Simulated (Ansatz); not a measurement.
ZnSe (started from an entry of an open crystallographic database) at its r2SCAN geometry, run in the plane-wave code Ansatz at 2 levels of theory. Calculated for a static, non-magnetic cell.

The PBE+SOC input:
```yaml
crystal:
  lattice:
    - [0.0, 2.8324246721, 2.8324246721]
    - [2.8324246721, 0.0, 2.8324246721]
    - [2.8324246721, 2.8324246721, 0.0]
  atoms:
    - { symbol: Zn, position: [0.0, 0.0, 0.0] }
    - { symbol: Se, position: [0.25, 0.25, 0.25] }
kpoints:
  mp_grid: { grid: [8, 8, 8] }
  band_path:
    path:
      - [0.0, 0.0, 0.0]
      - [-0.5, -0.5, 0.0]
      - [-0.375, -0.375, 0.25]
      - [-0.375, 0.0, 0.375]
      - [0.0, 0.0, 0.5]
      - [-0.5, -0.25, 0.25]
    npoints: 1
hamiltonian:
  xc: pbe
scf:
  occupations: { method: fermi_dirac, width: 0.02 }
  n_extra_bands: 8
magnetization:
  noncollinear: true
  spin_orbit: true
output:
  forces: true
  stress: true
  eigenvalues: true
```

Main results, then, where recorded, the levels near the gap in eV from the Fermi energy (columns number the bands from 0), one row a point of the path (Γ, X, U, K, L, W):
```
Crystal: 2 atoms, lattice volume = 45.447 Å³
Symmetry: 24 space group operations + 24 with time reversal
Magnetic group: BNS 216.75 (UNI 1577)
```
```
Basis set: ecut = 420 eV, 893 PW (Γ)
k-points: 29 of 512 (time reversal used)
SCF 1 converged in 7 iterations: F = -8789.756411 eV  dr2 = 9.19e-8
Free energy (F): -8789.756411 eV
Fermi energy:    7.515764 eV
--- Stress (GPa, compression-positive) ---
        2.204317       0.000000       0.000000
        0.000000       2.204317       0.000000
        0.000000       0.000000       2.204317
  P = ⅓ Tr σ = 2.2043 GPa (22.043 kbar)
```
```tsv
band_18	band_19	band_20	band_21	band_22	band_23	band_24	band_25	band_26	band_27	band_28	band_29	band_30	band_31	band_32	band_33
-6.834	-6.834	-6.834	-6.834	-0.974	-0.974	-0.591	-0.591	-0.591	-0.591	0.578	0.578	4.994	4.994	5.140	5.140
-6.800	-6.800	-6.618	-6.618	-5.471	-5.471	-2.995	-2.995	-2.823	-2.823	2.268	2.268	2.749	2.749	9.976	9.976
-6.825	-6.759	-6.596	-6.529	-5.498	-5.382	-3.871	-3.758	-2.511	-2.511	2.868	2.871	4.831	4.936	8.315	8.320
-6.825	-6.759	-6.596	-6.529	-5.498	-5.382	-3.871	-3.758	-2.511	-2.511	2.868	2.871	4.831	4.936	8.315	8.320
-6.769	-6.769	-6.634	-6.634	-5.955	-5.955	-1.704	-1.704	-1.474	-1.474	1.830	1.830	5.641	5.641	5.703	5.703
-6.836	-6.780	-6.576	-6.495	-5.467	-5.351	-3.597	-3.421	-3.371	-3.354	4.669	4.763	4.849	4.926	6.217	6.292
```

PBE+SOC gives a direct gap of 1.17 eV at Γ.

Q: In the first input these blocks are replaced (the band path and keys that only write files left aside):
```yaml
kpoints:
  mp_grid: { grid: [4, 4, 4] }
hamiltonian:
  xc: hse06
scf:
  occupations: { method: fixed }
  n_extra_bands: 8
output:
  eigenvalues: true
```
What comes out?

A:
```
Basis set: ecut = 420 eV, 893 PW (Γ)
k-points: 8 of 64 (time reversal used)
SCF 1 stopped early in 5 iterations: F = -8789.691124 eV  dr2 = 4.19e-5
Exchange kernel: α = 0.2500, screened, ω = 0.2079 Å⁻¹, Wigner–Seitz truncation, v(0) = 1027.0918 eV·Å³, q-mesh 4×4×4
SCF 2 stopped early in 6 iterations: F = -8789.778596 eV  dr2 = 4.54e-6
hybrid outer 1: dexx = +1.170e-2 eV, tail = 7.74e-5 eV
SCF 3 converged in 5 iterations: F = -8789.778261 eV  dr2 = 4.59e-9
hybrid outer 2: dexx = +1.368e-6 eV, tail = 5.90e-8 eV, Δε = 3.59e-3 eV
Free energy (F): -8789.778261 eV
Fermi energy:    6.307198 eV
```
```tsv
band_18	band_19	band_20	band_21	band_22	band_23	band_24	band_25	band_26	band_27	band_28	band_29	band_30	band_31	band_32	band_33
-8.010	-8.010	-8.010	-8.010	-0.429	-0.429	0.000	0.000	0.000	0.000	2.302	2.302	6.709	6.709	6.854	6.854
-7.976	-7.976	-7.758	-7.758	-5.287	-5.287	-2.549	-2.549	-2.361	-2.361	3.705	3.705	4.359	4.359	12.011	12.011
-7.999	-7.946	-7.746	-7.664	-5.194	-5.072	-3.517	-3.383	-2.034	-2.032	4.421	4.422	6.570	6.671	10.132	10.142
-7.999	-7.946	-7.746	-7.664	-5.194	-5.072	-3.517	-3.383	-2.034	-2.032	4.421	4.422	6.570	6.671	10.132	10.142
-7.953	-7.953	-7.796	-7.796	-5.685	-5.685	-1.187	-1.187	-0.927	-0.927	3.522	3.522	7.323	7.323	7.382	7.382
-7.989	-7.965	-7.719	-7.634	-5.136	-5.001	-3.263	-3.063	-2.903	-2.901	6.266	6.287	6.694	6.843	8.030	8.101
```
The HSE06+SOC gap is direct at Γ: 2.30 eV.

The hybrids run on coarser meshes, which limits their stresses and small splittings of levels.

Totals of different functionals, or with and without spin-orbit coupling, can't be compared.

The meshes of the hybrids are coarse, so their gaps aren't converged to the digits shown.
